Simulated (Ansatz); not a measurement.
Input and command of a plane-wave DFT calculation in Ansatz:

```yaml
crystal:
  lattice:
    - [0.0, 2.965, 2.965]
    - [2.965, 0.0, 2.965]
    - [2.965, 2.965, 0.0]
  atoms:
    - { symbol: Pb, position: [0.0, 0.0, 0.0] }
    - { symbol: S, position: [0.5337268128, 0.4662731872, 0.4662731872] }
basis:
  ecutwfc: 500
kpoints:
  mp_grid: { grid: [8, 8, 8] }
hamiltonian:
  xc: r2scan
scf:
  occupations: { method: gaussian, width: 0.05 }
output:
  forces: true
  stress: true
  eigenvalues: true
```

```bash
ansatz run input.yaml --threads 1 --pin off --max-ram 2560MiB --backend cpu --events-out ev --progress --plain --runs-dir out
```

Processor: Arm Neoverse V1, 1 thread, on a host shared with other jobs.

Q: Estimate time, memory and problem size.

A: About 14 s on 1 thread of Arm Neoverse V1, with other jobs on the host, peak memory 0.5 GiB. It solves 14 bands at 59 k points (the mesh reduced by symmetry) with about 1363 plane waves, in 7 SCF iterations.
